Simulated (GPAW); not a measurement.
# Magnetic state of 1 ML Cr on Ir(001), 3 substrate layers from several starts

Does 1 ML Cr on Ir(001), 3 substrate layers prefer parallel or opposed moments, or none?

Method: PBE; plane waves with GPAW's PAW setups, scalar-relativistic, in GPAW 26.7.0.

## (1) Set-up

The cell holds 4 atoms: 3 Ir and 1 Cr. Cell: a = 2.709 Å, b = 2.709 Å, c = 19.640 Å, α = 90.0°, β = 90.0°, γ = 90.0°. pseudomorphic film on the substrate's lattice, hard-sphere layer spacings, unrelaxed, 14 A of vacuum. Vacuum lies along c.

## (2) Start 1: ferro +

The parallel start comes first: it fits the smallest cell, keeps the most symmetry and shows whether parallel moments form.

The input, order1.py:

```python
import json
import numpy as np
from ase import Atoms
from ase.parallel import paropen, parprint
from gpaw import GPAW

atoms = Atoms(['Ir', 'Ir', 'Ir', 'Cr'],
    cell=[[2.709068, 0.0, 0.0],
         [0.0, 2.709068, 0.0],
         [0.0, 0.0, 19.639858]],
    scaled_positions=[[0.0, 0.0, 0.356418],
         [0.5, 0.5, 0.453954],
         [0.0, 0.0, 0.551491],
         [0.5, 0.5, 0.643582]],
    pbc=True,
    magmoms=[0.0, 0.0, 0.0, 2.5])
atoms.calc = GPAW(mode={'name': 'pw', 'ecut': 500},
    xc='PBE',
    kpts={'size': (12, 12, 1), 'gamma': True},
    occupations={'name': 'fermi-dirac', 'width': 0.05},
    convergence={'density': 1e-05, 'energy': 1e-05},
    maxiter=250,
    symmetry={'tolerance': 1e-4},
    txt='order1.txt')
e = atoms.get_potential_energy(force_consistent=True)
res = {'free_energy': e, 'energy_sigma0': atoms.get_potential_energy(), 'fermi_energy': atoms.calc.get_fermi_level()}
res['moments'] = atoms.get_magnetic_moments().tolist()
res['total'] = atoms.get_magnetic_moment()
parprint('site moments (muB):', np.round(res['moments'], 3))
parprint(f"total moment: {res['total']:.3f} muB")
parprint(f'free energy: {e:.6f} eV')
atoms.calc.write('order1.gpw')
with paropen('results.json', 'w') as f:
    json.dump(res, f)
```

Run with:

```
$ OMP_NUM_THREADS=1 mpirun -n 4 gpaw python order1.py > order1.log
```

Numbers of over 12 decimals in the logs are rounded to 6 here.

Log:

```text
site moments (muB): [ 0.03  -0.107 -0.146  3.045]
total moment: 3.486 muB
free energy: -34.816003 eV

--- order1.txt ---
Input parameters:
  mode=PW(ecut=500),
  convergence={'density': 1e-05, 'energy': 1e-05},
  kpts=MonkhorstPack(size=(12, 12, 1), gamma=True),
  maxiter=250,
  occupations=Occupations(name='fermi-dirac', width=0.05),
  symmetry=Symmetry(tolerance=0.0001),
  xc=XC(name='PBE')

Diagonalizing LCAO Hamiltonian
Converting LCAO to pw mode
   .------.
  /|      |
 * |      |
 | |      |
 | |      |
 | |      |
 | |      |
 | |      |
 | |      |
 | |      |
 | |  Cr  |
 | |      |
 | |      |
 Ir|      |
 | |  Ir  |
 | |      |
 | |      |
 Ir|      |
 | |      |
 | |      |
 | |      |
 | |      |
 | |      |
 | |      |
 | .------.
 |/      /
 *------*

Atoms  # Å, Bohr magnetons
|   | symbol |        x |        y |         z |    initial magnetic moments |
|---|--------|----------|----------|-----------|-----------------------------|
| 0 |     Ir | 0.000000 | 0.000000 |  6.999999 | ( 0.0000,  0.0000,  0.0000) |
| 1 |     Ir | 1.354534 | 1.354534 |  8.915592 | ( 0.0000,  0.0000,  0.0000) |
| 2 |     Ir | 0.000000 | 0.000000 | 10.831205 | ( 0.0000,  0.0000,  0.0000) |
| 3 |     Cr | 1.354534 | 1.354534 | 12.639859 | ( 0.0000,  0.0000,  2.5000) |

Unit cell  # Å
| periodic |        x |        y |         z |   lengths |    angles |
|----------|----------|----------|-----------|-----------|-----------|
|      yes | 2.709068 | 0.000000 |  0.000000 |  2.709068 | 90.000000 |
|      yes | 0.000000 | 2.709068 |  0.000000 |  2.709068 | 90.000000 |
|      yes | 0.000000 | 0.000000 | 19.639858 | 19.639858 | 90.000000 |

Number of symmetries: 8

BZ-sampling:
  Number of BZ points: 144
  Number of IBZ points: 28

  Monkhorst-Pack size: [12, 12, 1]
  Monkhorst-Pack shift: [0.041667, 0.041667, 0.0]

K-points  # in reciprocal-cell coordinates
|     |                                coordinates |     weight |
|-----|--------------------------------------------|------------|
|   0 | ( -0.00000000,  -0.00000000,   0.00000000) | 0.00694444 |
|   1 | (  0.08333333,  -0.00000000,   0.00000000) | 0.02777778 |
|   2 | (  0.08333333,   0.08333333,   0.00000000) | 0.02777778 |
|   3 | (  0.16666667,  -0.00000000,   0.00000000) | 0.02777778 |
|   4 | (  0.16666667,   0.08333333,   0.00000000) | 0.05555556 |
|   5 | (  0.16666667,   0.16666667,   0.00000000) | 0.02777778 |
|   6 | (  0.25000000,  -0.00000000,   0.00000000) | 0.02777778 |
|   7 | (  0.25000000,   0.08333333,   0.00000000) | 0.05555556 |
|   8 | (  0.25000000,   0.16666667,   0.00000000) | 0.05555556 |
|   9 | (  0.25000000,   0.25000000,   0.00000000) | 0.02777778 |
| ... |                                            |            |
|  27 | (  0.50000000,   0.50000000,   0.00000000) | 0.00694444 |

Plane wave coefficients: 3690
Cutoff: 500.0 eV

Spin-components: 2 (collinear spins)
Bands:           37
Projectors:      24
Spin-degeneracy: 1
Datatype:        complex128

Parallelization:
  kpt:    4
  domain: 1
  band:   1

Density:
  Valence electrons: 51.0
  Components: 2
  Grid points: [ 14  14 105]
  Charge: 0.0  # |e|

Potential:
  Grid points: [ 14  14 105]

species:
  Ir:
    name:    Iridium
    Z:       77.0
    valence: 15
    core:    62
    charge:  0.0  # [|e|]
    compensation charges:
      type: gauss
      rc: 0.40  # [Å]
      lmax: 2
    cutoffs:
      filter: 2.40  # [Å]
      core: 2.36  # [Å]
    projectors
    | kind |    occ | energy [eV] | rcut [Å] |
    |------|--------|-------------|----------|
    |   6s |  2.000 |      -6.307 |    1.296 |
    |   5p |  6.000 |     -54.741 |    1.328 |
    |   6p |  0.000 |      -1.224 |    1.328 |
    |   5d |  7.000 |      -7.169 |    1.286 |
    |    s |        |      20.905 |    1.296 |
    |    d |        |      20.043 |    1.286 |

    Using partial waves for Ir as LCAO basis

  Cr:
    name:    Chromium
    Z:       24.0
    valence: 6
    core:    18
    charge:  0.0  # [|e|]
    compensation charges:
      type: gauss
      rc: 0.35  # [Å]
      lmax: 2
    cutoffs:
      filter: 2.14  # [Å]
      core: 3.04  # [Å]
    projectors
    | kind |    occ | energy [eV] | rcut [Å] |
    |------|--------|-------------|----------|
    |   4s |  1.000 |      -4.007 |    1.164 |
    |   4p |  0.000 |      -0.989 |    1.217 |
    |   3d |  5.000 |      -2.913 |    1.111 |
    |    s |        |      23.205 |    1.164 |
    |    p |        |      26.223 |    1.217 |
    |    d |        |      24.299 |    1.111 |

    Using partial waves for Cr as LCAO basis

Reference energy: -1482036.925456  # eV

eigensolver:
  PPCG
  Converge bands: occupied
  niter=2

density mixing:
  MSR1-Mixer
  Pratt-step length: 0.05
  Maximum mixing coefficient: 0.75
  Old densities: 10
  SVD Regularization: 0.005
  Good broyden scale: 1.0
  Trust region scale: 1.0
  Backstep threshold: 4.0
  History deletion threshold: 6.0
  Fourier metric: weight=20.0, sigma=0.015

occupation numbers:
  Fermi-Dirac:
    width: 0.0500  # eV

poisson solver:
  ecut: 4000.0  # eV

xc functional:
  name: PBE with 2 nearest neighbor stencil

convergence criteria:
- Maximum integral of absolute [dens]ity change: 1e-05 electrons / valence electron
- Maximum [total energy] change in last 3 cyles: 1e-05 eV / valence electron
- Maximum integral of absolute [eigenst]ate change: 4e-08 eV^2 / valence electron
maximum number of iterations: 250

SCF iterations
|iter     |      energy | eigst |  dens |  magmom |
|---------|-------------|-------|-------|---------|
|iter:   1|       0s |  -44.764165 | +0.25 |       |  +2.4834|
|iter:   2|       3s |  -90.775529 | -0.03 | -0.64 |  +2.4024|
|iter:   3|       6s |  -41.085604 | -0.53 | -0.50 |  +2.3981|
|iter:   4|       8s |  -35.739081 | -0.82 | -0.77 |  +2.3912|
|iter:   5|      11s |  -37.885224 | -1.88 | -1.03 |  +2.3572|
|iter:   6|      14s |  -35.460486 | -1.58 | -0.87 |  +2.3117|
|iter:   7|      17s |  -34.697769 | -1.88 | -1.14 |  +2.2445|
|iter:   8|      19s |  -34.992901 | -2.39 | -1.40 |  +2.2203|
|iter:   9|      22s |  -34.627151 | -2.12 | -1.27 |  +2.1856|
|iter:  10|      25s |  -34.591917 | -2.72 | -1.52 |  +2.1464|
[... 16 iterations left out ...]
|iter:  27|      72s |  -34.795497 | -4.67 | -3.13 |  +3.4882|
|iter:  28|      74s |  -34.794652 | -5.05 | -2.57 |  +3.4884|
|iter:  29|      77s |  -34.794541 | -6.03 | -3.35 |  +3.4744|
|iter:  30|      80s |  -34.794575c| -6.25 | -3.70 |  +3.4879|
|iter:  31|      83s |  -34.794568c| -6.86 | -3.99 |  +3.4844|
|iter:  32|      85s |  -34.794592c| -6.83 | -4.25 |  +3.4849|
|iter:  33|      88s |  -34.794566c| -6.95 | -3.88 |  +3.4853|
|iter:  34|      91s |  -34.794565c| -7.95c| -4.44 |  +3.4857|
|iter:  35|      92s |  -34.794568c| -7.89c| -4.68 |  +3.4857|
|iter:  36|      93s |  -34.794566c| -8.21c| -5.08c|  +3.4857|

Converged in 36 steps
Energy contributions relative to reference atoms: (reference = -1482036.925456)

Energy contributions:
  Kinetic:           6.584472
  Coulomb:          -8.736448
  Zero:             -0.563379
  External:          0.000000
  Xc:              -32.057775
  Entropy:          -0.042874
  Spinorbit:         0.000000
  ----------------------------
  Free energy:     -34.816003
  Extrapolated:    -34.794566

dipole moment: (-19.641193, -19.641193, 0.129475)  # |e|*Ang

Total magnetic moment: (0.000000, 0.000000, 3.485737)

Local magnetic moments
|        x |        y |         z |
|----------|----------|-----------|
| 0.000000 | 0.000000 |  0.030066 |  # Ir   0
| 0.000000 | 0.000000 | -0.107130 |  # Ir   1
| 0.000000 | 0.000000 | -0.146150 |  # Ir   2
| 0.000000 | 0.000000 |  3.044542 |  # Cr   3

Fermi level: 2.437
Eigenvalues  # (at kpt = [-0.000, -0.000, 0.000])
| band index |      eig [eV] | occ [0-1] |      eig [eV] | occ [0-1] |
|------------|---------------|-----------|---------------|-----------|
|          0 |       -47.441 |     1.000 |       -47.523 |     1.000 |
|        ... |               |           |               |           |
|         19 |         0.198 |     1.000 |         0.806 |     1.000 |
|         20 |         0.584 |     1.000 |         1.105 |     1.000 |
|         21 |         0.816 |     1.000 |         1.105 |     1.000 |
|         22 |         0.816 |     1.000 |         1.693 |     1.000 |
|         23 |         1.206 |     1.000 |         2.378 |     0.764 |
|         24 |         1.698 |     1.000 |         2.603 |     0.035 |
|         25 |         2.205 |     0.990 |         2.748 |     0.002 |
|         26 |         2.232 |     0.984 |         3.136 |     0.000 |
|         27 |         2.232 |     0.984 |         3.136 |     0.000 |
|         28 |         2.256 |     0.974 |         3.440 |     0.000 |
|         29 |         2.979 |     0.000 |         3.469 |     0.000 |
|         30 |         3.488 |     0.000 |         4.574 |     0.000 |
|         31 |         3.553 |     0.000 |         5.160 |     0.000 |
|         32 |         3.553 |     0.000 |         5.160 |     0.000 |
|         33 |         3.930 |     0.000 |         5.474 |     0.000 |
|        ... |               |           |               |           |
|         36 |         8.746 |     0.000 |         8.991 |     0.000 |

No gap
No difference between direct/indirect transitions
```

Run time: 1.7 min. Hardware: 4 MPI ranks of Arm Neoverse V1, shared host; peak memory 0.96 GiB.

Spin moment in the augmentation sphere by atom:

```csv
atom,spin moment in the augmentation sphere (μB)
Ir1,0.03
Ir2,-0.11
Ir3,-0.15
Cr4,3.04
```

Read from the output:

```yaml
magnetization: 3.486 μB
final_state: ferromagnetic
```

After 36 cycles the largest moment stands at 3.04 μB.

## (3) Order 2, typed as antiferro q=(1/2,1/2,0) +-

Another pattern of signs weighs the neighbour shells otherwise.

The cell is doubled to 8 atoms to hold this order. Its mesh is chosen so that both cells sample the same points.

The input, order2.py:

```python
import json
import numpy as np
from ase import Atoms
from ase.parallel import paropen, parprint
from gpaw import GPAW

atoms = Atoms(['Ir', 'Ir', 'Ir', 'Ir', 'Ir', 'Ir', 'Cr', 'Cr'],
    cell=[[5.418136, 0.0, 0.0],
         [2.709068, 2.709068, 0.0],
         [0.0, 0.0, 19.639858]],
    scaled_positions=[[0.0, 0.0, 0.356418],
         [0.5, 0.0, 0.356418],
         [0.0, 0.5, 0.453954],
         [0.5, 0.5, 0.453954],
         [0.0, 0.0, 0.551491],
         [0.5, 0.0, 0.551491],
         [0.0, 0.5, 0.643582],
         [0.5, 0.5, 0.643582]],
    pbc=True,
    magmoms=[0.0, 0.0, 0.0, 0.0, 0.0, 0.0, 2.5, -2.5])
atoms.calc = GPAW(mode={'name': 'pw', 'ecut': 500},
    xc='PBE',
    kpts={'size': (6, 12, 1), 'gamma': True},
    occupations={'name': 'fermi-dirac', 'width': 0.05},
    convergence={'density': 1e-05, 'energy': 1e-05},
    maxiter=250,
    symmetry={'tolerance': 1e-4},
    txt='order2.txt')
e = atoms.get_potential_energy(force_consistent=True)
res = {'free_energy': e, 'energy_sigma0': atoms.get_potential_energy(), 'fermi_energy': atoms.calc.get_fermi_level()}
res['moments'] = atoms.get_magnetic_moments().tolist()
res['total'] = atoms.get_magnetic_moment()
parprint('site moments (muB):', np.round(res['moments'], 3))
parprint(f"total moment: {res['total']:.3f} muB")
parprint(f'free energy: {e:.6f} eV')
atoms.calc.write('order2.gpw')
with paropen('results.json', 'w') as f:
    json.dump(res, f)
```

Run with:

```
$ OMP_NUM_THREADS=1 mpirun -n 4 gpaw python order2.py > order2.log
```

Log:

```text
site moments (muB): [-0.     0.     0.066 -0.066 -0.    -0.     2.774 -2.774]
total moment: -0.000 muB
free energy: -70.174927 eV

--- order2.txt ---
Input parameters:
  mode=PW(ecut=500),
  convergence={'density': 1e-05, 'energy': 1e-05},
  kpts=MonkhorstPack(size=(6, 12, 1), gamma=True),
  maxiter=250,
  occupations=Occupations(name='fermi-dirac', width=0.05),
  symmetry=Symmetry(tolerance=0.0001),
  xc=XC(name='PBE')

Diagonalizing LCAO Hamiltonian
Converting LCAO to pw mode

           Cr     Cr

       Ir     Ir
           Ir     Ir

       Ir     Ir

Atoms  # Å, Bohr magnetons
|   | symbol |        x |        y |         z |    initial magnetic moments |
|---|--------|----------|----------|-----------|-----------------------------|
| 0 |     Ir | 0.000000 | 0.000000 |  6.999999 | ( 0.0000,  0.0000,  0.0000) |
| 1 |     Ir | 2.709068 | 0.000000 |  6.999999 | ( 0.0000,  0.0000,  0.0000) |
| 2 |     Ir | 1.354534 | 1.354534 |  8.915592 | ( 0.0000,  0.0000,  0.0000) |
| 3 |     Ir | 4.063602 | 1.354534 |  8.915592 | ( 0.0000,  0.0000,  0.0000) |
| 4 |     Ir | 0.000000 | 0.000000 | 10.831205 | ( 0.0000,  0.0000,  0.0000) |
| 5 |     Ir | 2.709068 | 0.000000 | 10.831205 | ( 0.0000,  0.0000,  0.0000) |
| 6 |     Cr | 1.354534 | 1.354534 | 12.639859 | ( 0.0000,  0.0000,  2.5000) |
| 7 |     Cr | 4.063602 | 1.354534 | 12.639859 | ( 0.0000,  0.0000, -2.5000) |

Unit cell  # Å
| periodic |        x |        y |         z |   lengths |    angles |
|----------|----------|----------|-----------|-----------|-----------|
|      yes | 5.418136 | 0.000000 |  0.000000 |  5.418136 | 90.000000 |
|      yes | 2.709068 | 2.709068 |  0.000000 |  3.831201 | 90.000000 |
|      yes | 0.000000 | 0.000000 | 19.639858 | 19.639858 | 45.000000 |

Number of symmetries: 2

BZ-sampling:
  Number of BZ points: 72
  Number of IBZ points: 38

  Monkhorst-Pack size: [6, 12, 1]
  Monkhorst-Pack shift: [0.083333, 0.041667, 0.0]

Plane wave coefficients: 7356
Cutoff: 500.0 eV

Spin-components: 2 (collinear spins)
Bands:           66
Projectors:      48
Spin-degeneracy: 1
Datatype:        complex128

Parallelization:
  kpt:    4
  domain: 1
  band:   1

Density:
  Valence electrons: 102.0
  Components: 2
  Grid points: [ 28  20 105]
  Charge: 0.0  # |e|

Potential:
  Grid points: [ 28  20 105]

[... setups left out ...]
Reference energy: -2964073.850913  # eV

eigensolver:
  PPCG
  Converge bands: occupied
  niter=2

density mixing:
  MSR1-Mixer
  Pratt-step length: 0.05
  Maximum mixing coefficient: 0.75
  Old densities: 10
  SVD Regularization: 0.005
  Good broyden scale: 1.0
  Trust region scale: 1.0
  Backstep threshold: 4.0
  History deletion threshold: 6.0
  Fourier metric: weight=20.0, sigma=0.015

occupation numbers:
  Fermi-Dirac:
    width: 0.0500  # eV

poisson solver:
  ecut: 4000.0  # eV

xc functional:
  name: PBE with 2 nearest neighbor stencil

convergence criteria:
- Maximum integral of absolute [dens]ity change: 1e-05 electrons / valence electron
- Maximum [total energy] change in last 3 cyles: 1e-05 eV / valence electron
- Maximum integral of absolute [eigenst]ate change: 4e-08 eV^2 / valence electron
maximum number of iterations: 250

SCF iterations
|iter     |      energy | eigst |  dens |  magmom |
|---------|-------------|-------|-------|---------|
|iter:   1|       0s |  -89.882657 | +0.33 |       |  -0.0000|
|iter:   2|      19s | -180.055179 | +0.63 | -0.66 |  -0.0000|
|iter:   3|      38s |  -85.931252 | -0.30 | -0.55 |  -0.0000|
|iter:   4|      57s |  -77.599869 | -0.05 | -0.74 |  -0.0000|
|iter:   5|      76s |  -70.446190 | -1.18 | -0.85 |  -0.0000|
|iter:   6|      95s |  -71.755000 | -1.26 | -1.26 |  -0.0000|
|iter:   7|     114s |  -69.993153 | -1.58 | -1.10 |  -0.0000|
|iter:   8|     133s |  -69.652885 | -1.76 | -1.36 |  +0.0000|
|iter:   9|     153s |  -70.166232 | -2.20 | -1.56 |  -0.0000|
|iter:  10|     172s |  -70.090782 | -1.84 | -1.37 |  +0.0000|
[... 12 iterations left out ...]
|iter:  23|     419s |  -70.133981 | -4.24 | -2.95 |  -0.0026|
|iter:  24|     438s |  -70.131857 | -4.43 | -2.68 |  +0.0001|
|iter:  25|     457s |  -70.131851 | -5.66 | -3.57 |  -0.0000|
|iter:  26|     476s |  -70.131867c| -6.27 | -3.84 |  -0.0000|
|iter:  27|     495s |  -70.131861c| -6.68 | -4.09 |  -0.0001|
|iter:  28|     514s |  -70.131873c| -6.99 | -4.39 |  -0.0000|
|iter:  29|     533s |  -70.131872c| -7.29 | -4.34 |  -0.0000|
|iter:  30|     552s |  -70.131867c| -7.62c| -4.49 |  -0.0000|
|iter:  31|     561s |  -70.131867c| -7.77c| -4.74 |  -0.0000|
|iter:  32|     570s |  -70.131868c| -8.03c| -5.34c|  -0.0000|

Converged in 32 steps
Energy contributions relative to reference atoms: (reference = -2964073.850913)

Energy contributions:
  Kinetic:           2.156964
  Coulomb:          -8.922974
  Zero:             -1.105607
  External:          0.000000
  Xc:              -62.217192
  Entropy:          -0.086117
  Spinorbit:         0.000000
  ----------------------------
  Free energy:     -70.174927
  Extrapolated:    -70.131868

dipole moment: (-111.334064, -39.277156, 0.174876)  # |e|*Ang

Total magnetic moment: (0.000000, 0.000000, -0.000014)

Local magnetic moments
|        x |        y |         z |
|----------|----------|-----------|
| 0.000000 | 0.000000 | -0.000001 |  # Ir   0
| 0.000000 | 0.000000 |  0.000001 |  # Ir   1
| 0.000000 | 0.000000 |  0.066356 |  # Ir   2
| 0.000000 | 0.000000 | -0.066357 |  # Ir   3
| 0.000000 | 0.000000 | -0.000002 |  # Ir   4
| 0.000000 | 0.000000 | -0.000002 |  # Ir   5
| 0.000000 | 0.000000 |  2.774281 |  # Cr   6
| 0.000000 | 0.000000 | -2.774284 |  # Cr   7

Fermi level: 2.214
Eigenvalues  # (at kpt = [0.000, -0.000, 0.000])
| band index |      eig [eV] | occ [0-1] |      eig [eV] | occ [0-1] |
|------------|---------------|-----------|---------------|-----------|
|          0 |       -47.718 |     1.000 |       -47.718 |     1.000 |
|        ... |               |           |               |           |
|         38 |         0.592 |     1.000 |         0.592 |     1.000 |
|         39 |         0.606 |     1.000 |         0.606 |     1.000 |
|         40 |         0.983 |     1.000 |         0.983 |     1.000 |
|         41 |         0.983 |     1.000 |         0.983 |     1.000 |
|         42 |         1.494 |     1.000 |         1.494 |     1.000 |
|         43 |         1.558 |     1.000 |         1.558 |     1.000 |
|         44 |         1.740 |     1.000 |         1.740 |     1.000 |
|         45 |         2.208 |     0.528 |         2.208 |     0.528 |
|         46 |         2.389 |     0.029 |         2.389 |     0.029 |
|         47 |         2.389 |     0.029 |         2.389 |     0.029 |
|         48 |         2.396 |     0.025 |         2.396 |     0.025 |
|         49 |         2.483 |     0.005 |         2.483 |     0.005 |
|         50 |         2.981 |     0.000 |         2.981 |     0.000 |
|         51 |         3.096 |     0.000 |         3.096 |     0.000 |
|         52 |         3.096 |     0.000 |         3.096 |     0.000 |
|         53 |         3.245 |     0.000 |         3.245 |     0.000 |
|        ... |               |           |               |           |
|         65 |         7.447 |     0.000 |         7.447 |     0.000 |

No gap
No difference between direct/indirect transitions
```

It took 10 min on 4 MPI ranks; peak memory 2 GiB.

Spin moment in the augmentation sphere by atom:

```csv
atom,spin moment in the augmentation sphere (μB)
Ir1,0.00
Ir2,0.00
Ir3,0.07
Ir4,-0.07
Ir5,0.00
Ir6,0.00
Cr7,2.77
Cr8,-2.77
```

Numbers from this step:

- magnetization: 0 μB
- final state: antiferromagnetic

It lies 271 meV a seeded atom under the first start, and its largest moment is 2.77 μB against 3.04 μB.

(Part 1 of 2 ends here.)

[Logs and program files are shortened in this print: banners, set-up blocks, solver, clock and traceback lines can be left out without a mark of their own.]

[Logs are printed without paths, hosts, clocks, repeated set-up lines and the standing remarks that a program may print on its own settings, such as how far it seeks lower states.]

[Hosts, paths, dates, database ids (printed as entryN), source tags and the programs' standing remarks are cut or masked in the printed files.]

[Where a cell is said to come from a database of computed structures, the database is the Materials Project.]
